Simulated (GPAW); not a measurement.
# GaP (F-43m) in GPAW: equation of state

Aim: energy against volume of GaP in PBEsol, for its equilibrium volume and stiffness.

Everything below comes from runs of GPAW 26.7.0. Logs are shortened: lines on timing, memory, paths and dates and some standing lists are left out, and cuts for length are marked. The log counts tension as positive stress, the text compression.

**Experimental background.**

From “Phosphorous dimerization in GaP at high pressure”, 2017, arxiv:1709.06667, for a bulk crystal of GaP: bulk modulus 87.5 ± 0.6 GPa.

The runs below are set against these values where they give the same quantity.

## 1. The crystal as given

The structure is cubic, space group F-43m (No. 216). Conventional cell: a = 5.451 Å, b = 5.451 Å, c = 5.451 Å, α = 90.00°, β = 90.00°, γ = 90.00°. Ga (site symmetry -43m) has 4 P at 2.36 Å as nearest neighbours. P (site symmetry -43m) is surrounded by 4 Ga at 2.36 Å.

## 2. Equation of state, PBEsol

run.py

```python
from ase import Atoms
from ase.eos import EquationOfState
from ase.io import Trajectory
from ase.units import GPa
from gpaw import GPAW, PW, setup_paths

setup_paths.insert(0, '.')

atoms = Atoms(['Ga', 'P'],
              cell=[[0.0, 2.72525, 2.72525],
                    [2.72525, 0.0, 2.72525],
                    [2.72525, 2.72525, 0.0]],
              scaled_positions=[[0.0, 0.0, 0.0],
                                [0.75, 0.75, 0.75]],
              pbc=True)

traj = Trajectory('eos.traj', 'w')
volumes, energies = [], []
for x in [0.94, 0.96, 0.98, 1.0, 1.02, 1.04, 1.06]:
    a = atoms.copy()
    a.set_cell(atoms.cell * x**(1 / 3), scale_atoms=True)
    calc = GPAW(mode=PW(600),
                xc='PBEsol',
                kpts={'size': (8, 8, 8), 'gamma': True},
                occupations={'name': 'fermi-dirac', 'width': 0.05},
                nbands=11,
                convergence={'density': 1e-05, 'energy': 1e-05},
                maxiter=150,
                txt=f'eos-{x:.2f}.txt')
    a.calc = calc
    energies.append(a.get_potential_energy(force_consistent=True))
    volumes.append(a.get_volume())
    p = -a.get_stress()[:3].mean() / GPa
    calc.write(f'eos-{x:.2f}.gpw')
    traj.write(a)
    print(f'{x:.2f} {volumes[-1]:10.4f} A^3 {energies[-1]:14.6f} eV {p:9.3f} GPa', flush=True)

v0, e0, B = EquationOfState(volumes, energies, eos='birchmurnaghan').fit()
print(f'V0 = {v0:.4f} A^3, E0 = {e0:.6f} eV, B0 = {B / GPa:.2f} GPa')
```

Potentials or basis: PAW data sets generated in the run's folder for this functional, pw.

The run is started by

```console
gpaw-setup -f PBEsol Ga P
OMP_NUM_THREADS=1 python run.py
```

The log of the run:

```text
__  _  _
 | _ |_)|_||  |
 |__||  | ||/\| - 26.7.0

Input parameters:
  mode=PW(ecut=600.0),
  convergence={'density': 1e-05, 'energy': 1e-05},
  kpts=MonkhorstPack(size=(8, 8, 8), gamma=True),
  maxiter=150,
  nbands=11,
  occupations=Occupations(name='fermi-dirac', width=0.05),
  xc=XC(name='PBEsol')

Diagonalizing LCAO Hamiltonian
Converting LCAO to pw mode

                    P

       Ga

Atoms  # Å, Bohr magnetons
|   | symbol |        x |        y |        z |    initial magnetic moments |
|---|--------|----------|----------|----------|-----------------------------|
| 0 |     Ga | 0.000000 | 0.000000 | 0.000000 | ( 0.0000,  0.0000,  0.0000) |
| 1 |      P | 4.032627 | 4.032627 | 4.032627 | ( 0.0000,  0.0000,  0.0000) |

Unit cell  # Å
| periodic |        x |        y |        z |  lengths |    angles |
|----------|----------|----------|----------|----------|-----------|
|      yes | 0.000000 | 2.688418 | 2.688418 | 3.801997 | 60.000000 |
|      yes | 2.688418 | 0.000000 | 2.688418 | 3.801997 | 60.000000 |
|      yes | 2.688418 | 2.688418 | 0.000000 | 3.801997 | 60.000000 |

Number of symmetries: 24
Symmetry operations  # r_c * U_cc + t_c -> r_c
|    | kind |            matrix            |
|----|------|------------------------------|
|  0 |  E   |  1, 0, 0,  0, 1, 0,  0, 0, 1 |
|  1 |  σ   |  1, 0, 0,  0, 0, 1,  0, 1, 0 |
|  2 |  σ   |  1, 0,-1,  0, 1,-1,  0, 0,-1 |
|  3 |  C3  |  1, 0,-1,  0, 0,-1,  0, 1,-1 |
|  4 |  C3  |  1,-1, 0,  0,-1, 1,  0,-1, 0 |
|  5 |  σ   |  1,-1, 0,  0,-1, 0,  0,-1, 1 |
|  6 |  σ   |  0, 1, 0,  1, 0, 0,  0, 0, 1 |
|  7 |  C3  |  0, 1, 0,  0, 0, 1,  1, 0, 0 |
|  8 |  C2  |  0, 1,-1,  1, 0,-1,  0, 0,-1 |
|  9 |  S4  |  0, 1,-1,  0, 0,-1,  1, 0,-1 |
| 10 |  C3  |  0, 0, 1,  1, 0, 0,  0, 1, 0 |
| 11 |  σ   |  0, 0, 1,  0, 1, 0,  1, 0, 0 |
| 12 |  S4  |  0, 0,-1,  1, 0,-1,  0, 1,-1 |
| 13 |  C3  |  0, 0,-1,  0, 1,-1,  1, 0,-1 |
| 14 |  S4  |  0,-1, 1,  1,-1, 0,  0,-1, 0 |
| 15 |  C2  |  0,-1, 1,  0,-1, 0,  1,-1, 0 |
| 16 |  C3  |  0,-1, 0,  1,-1, 0,  0,-1, 1 |
| 17 |  S4  |  0,-1, 0,  0,-1, 1,  1,-1, 0 |
| 18 |  S4  | -1, 1, 0, -1, 0, 1, -1, 0, 0 |
| 19 |  C3  | -1, 1, 0, -1, 0, 0, -1, 0, 1 |
| 20 |  C3  | -1, 0, 1, -1, 1, 0, -1, 0, 0 |
| 21 |  S4  | -1, 0, 1, -1, 0, 0, -1, 1, 0 |
| 22 |  σ   | -1, 0, 0, -1, 1, 0, -1, 0, 1 |
| 23 |  C2  | -1, 0, 0, -1, 0, 1, -1, 1, 0 |

BZ-sampling:
  Number of BZ points: 512
  Number of IBZ points: 29

  Monkhorst-Pack size: [8, 8, 8]
  Monkhorst-Pack shift: [0.0625, 0.0625, 0.0625]

K-points  # in reciprocal-cell coordinates
|     |                                coordinates |     weight |
|-----|--------------------------------------------|------------|
|   0 | (  0.00000000,   0.00000000,   0.00000000) | 0.00195312 |
|   1 | (  0.12500000,   0.12500000,   0.00000000) | 0.01171875 |
|   2 | (  0.12500000,   0.12500000,   0.12500000) | 0.01562500 |
|   3 | (  0.25000000,   0.12500000,   0.12500000) | 0.02343750 |
|   4 | (  0.25000000,   0.25000000,   0.00000000) | 0.01171875 |
|   5 | (  0.25000000,   0.25000000,   0.12500000) | 0.04687500 |
|   6 | (  0.25000000,   0.25000000,   0.25000000) | 0.01562500 |
|   7 | (  0.37500000,   0.25000000,  -0.37500000) | 0.04687500 |
|   8 | (  0.37500000,   0.25000000,   0.12500000) | 0.04687500 |
|   9 | (  0.37500000,   0.25000000,   0.25000000) | 0.04687500 |
| ... |                                            |            |
|  28 | (  0.50000000,   0.50000000,   0.50000000) | 0.00781250 |

Plane wave coefficients: 1316
Cutoff: 600.0 eV

Spin-components: 1 (collinear spins)
Bands:           11
Projectors:      10
Spin-degeneracy: 2
Datatype:        complex128

Parallelization:
  kpt:    1
  domain: 1
  band:   1

Density:
  Valence electrons: 8.0
  Components: 1
  Grid points: [24 24 24]
  Charge: 0.0  # |e|

Potential:
  Grid points: [24 24 24]

species:
  Ga:
    name:    Gallium
    Z:       31.0
    valence: 3
    core:    28
    charge:  0.0  # [|e|]
    compensation charges:
      type: gauss
      rc: 0.37  # [Å]
      lmax: 2
    cutoffs:
      filter: 2.06  # [Å]
      core: 4.17  # [Å]
    projectors
    | kind |    occ | energy [eV] | rcut [Å] |
    |------|--------|-------------|----------|
    |   4s |  2.000 |      -8.959 |    1.164 |
    |   4p |  1.000 |      -2.572 |    1.164 |
    |    s |        |      18.252 |    1.164 |
    |    p |        |      24.640 |    1.164 |
    |    d |        |       0.000 |    1.164 |

    Using partial waves for Ga as LCAO basis

  P:
    name:    Phosphorus
    Z:       15.0
    valence: 5
    core:    10
    charge:  0.0  # [|e|]
    compensation charges:
      type: gauss
      rc: 0.30  # [Å]
      lmax: 2
    cutoffs:
      filter: 1.69  # [Å]
      core: 1.81  # [Å]
    projectors
    | kind |    occ | energy [eV] | rcut [Å] |
    |------|--------|-------------|----------|
    |   3s |  2.000 |     -13.916 |    0.953 |
    |   3p |  3.000 |      -5.479 |    0.953 |
    |    s |        |      13.296 |    0.953 |
    |    p |        |      21.732 |    0.953 |
    |    d |        |       0.000 |    0.953 |

    Using partial waves for P as LCAO basis

Reference energy: -62131.327136  # eV

eigensolver:
  PPCG
  Converge bands: occupied
  niter=2

density mixing:
  MSR1-Mixer
  Pratt-step length: 0.05
  Maximum mixing coefficient: 0.75
  Old densities: 10
  SVD Regularization: 0.005
  Good broyden scale: 1.0
  Trust region scale: 1.0
  Backstep threshold: 4.0
  History deletion threshold: 6.0
  Fourier metric: weight=20.0, sigma=0.015

occupation numbers:
  Fermi-Dirac:
    width: 0.0500  # eV

poisson solver:
  ecut: 4800.0  # eV

xc functional:
  name: PBEsol with 2 nearest neighbor stencil

convergence criteria:
[... 6 lines left out ...]
|iter     | |      energy | eigst |  dens |
|---------|-|-------------|-------|-------|
|iter:   1| |   -9.980290 | -0.25 |       |
|iter:   2| |   -9.947222 | -2.34 | -0.85 |
|iter:   3| |   -9.788427 | -1.91 | -0.88 |
|iter:   4| |   -9.787934 | -3.37 | -1.54 |
|iter:   5| |   -9.788092 | -4.42 | -2.09 |
|iter:   6| |   -9.788120 | -5.73 | -2.80 |
|iter:   7| |   -9.788120c| -7.29 | -3.82 |
|iter:   8| |   -9.788120c| -7.66c| -4.34 |
|iter:   9| |   -9.788120c| -8.70c| -5.33c|

Converged in 9 steps
Energy contributions relative to reference atoms: (reference = -62131.327136)

Energy contributions:
  Kinetic:          29.362234
  Coulomb:         -25.640509
  Zero:              0.011002
  External:          0.000000
  Xc:              -13.520847
  Entropy:          -0.000000
  Spinorbit:         0.000000
  ----------------------------
  Free energy:      -9.788120
  Extrapolated:     -9.788120

dipole moment: (-10.579516, -10.579516, -10.579516)  # |e|*Ang

Fermi level: 6.009
Eigenvalues  # (at kpt = [0.000, 0.000, 0.000])
| band index |      eig [eV] | occ [0-2] |
|------------|---------------|-----------|
|          0 |        -7.502 |     2.000 |
|          1 |         5.304 |     2.000 |
|          2 |         5.304 |     2.000 |
|          3 |         5.304 |     2.000 |
|          4 |         7.460 |     0.000 |
|          5 |         9.160 |     0.000 |
|          6 |         9.160 |     0.000 |
|          7 |         9.160 |     0.000 |
|          8 |        14.141 |     0.000 |
|          9 |        15.025 |     0.000 |
|         10 |        15.026 |     0.000 |

Gap: 1.440 eV
Transition (v -> c):
  (s=0, k=0, n=3, [0.00, 0.00, 0.00]) -> (s=0, k=24, n=4, [0.50, 0.50, 0.00])
Direct/indirect transitions are different
Direct gap: 2.156 eV
Transition at: (s=0, k=0, n=3, [0.00, 0.00, 0.00])

Stress tensor  # eV/Ang^3
|         x |         y |         z |
|-----------|-----------|-----------|
| -0.035956 |  0.000000 |  0.000000 |
|  0.000000 | -0.035956 |  0.000000 |
|  0.000000 |  0.000000 | -0.035956 |

# Writing to eos-0.96.gpw (mode='')
```

Wall time 92 s (1 thread of AMD EPYC 7R43 (Zen 3), shared host); peak memory 0.19 GiB.

What came out:

```
Equilibrium volume                      : 20.59 Å³/atom
Bulk modulus                            : 87 GPa
Pressure derivative of the bulk modulus : 4.6
```

Energy against volume, from the lowest point:
| volume (Å³/atom) | energy (meV/atom) |
| --- | --- |
| 19.026 | 37.49 |
| 19.431 | 19.81 |
| 19.836 | 8.07 |
| 20.240 | 1.65 |
| 20.645 | 0.00 |
| 21.050 | 2.62 |
| 21.455 | 9.07 |

Caveat: the data sets keep Ga 3d, Li 1s and Be 1s frozen, and some such compounds lay over 1.5 % in volume off other programs.

## 3. Against experiment

Step 2. Against the measured bulk modulus of GaP, 87.5 GPa (“Phosphorous dimerization in GaP at high pressure”, 2017, arxiv:1709.06667), the calculated 87 GPa is off by -0.4 %. The fit is for a static lattice scaled at fixed shape and fixed fractional positions.
